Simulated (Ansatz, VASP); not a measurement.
# Sn in VASP and in Ansatz

The input INCAR:

```
PREC = Accurate
ENCUT = 520
EDIFF = 1E-7
ISMEAR = -1
SIGMA = 0.03
LREAL = False
LASPH = True
NELM = 100
ALGO = Normal
ISIF = 2
LWAVE = False
LCHARG = True
GGA = PE
LELF = True
LVHAR = True
NBANDS = 21
```

The input KPOINTS:

```
regular mesh
0
Gamma
  9 9 9
```

Contents of POSCAR:

```
Sn
1.0
    0.0000000000      3.2777367435      3.2777367435
    3.2777367435      0.0000000000      3.2777367435
    3.2777367435      3.2777367435      0.0000000000
Sn
2
Direct
    0.5000000000      0.5000000000      0.5000000000
    0.7500000000      0.7500000000      0.7500000000
```

Input for Ansatz:

```yaml
crystal:
  lattice:
    - [0.0, 3.2777367435, 3.2777367435]
    - [3.2777367435, 0.0, 3.2777367435]
    - [3.2777367435, 3.2777367435, 0.0]
  atoms:
    - { symbol: Sn, position: [0.5, 0.5, 0.5] }
    - { symbol: Sn, position: [0.75, 0.75, 0.75] }
kpoints:
  mp_grid: { grid: [9, 9, 9] }
scf:
  occupations: { method: fermi_dirac, width: 0.03 }
hamiltonian:
  xc: pbe
  pseudopotentials: { kind: all_electron, lapw: { basis_error: 0.00025 } }
output:
  forces: true
  stress: true
  eigenvalues: true
```

Change from the starting cell: volume scaled by 1.03.

Alike in both runs: task single point; functional PBE; k mesh 9 × 9 × 9; occupations fermi-dirac, width 0.03 eV; no spin polarisation.

|  | VASP | Ansatz |
| --- | --- | --- |
| version | VASP 6.6.1 | Ansatz 0.2.0 |
| potentials or method | VASP PAW PBE potentials, release 64 (Sn_d) | all-electron LAPW, scalar-relativistic |
| plane-wave cutoff (eV) | 520 | see its input |

VASP gave:

```
pressure (GPa) : 1.7
```

Question: What did Ansatz give for the same quantities?

Answer: Pressure (GPa): 1.8.

Ansatz ran all-electron here, so the differences hold the error of VASP's frozen core and of both bases.
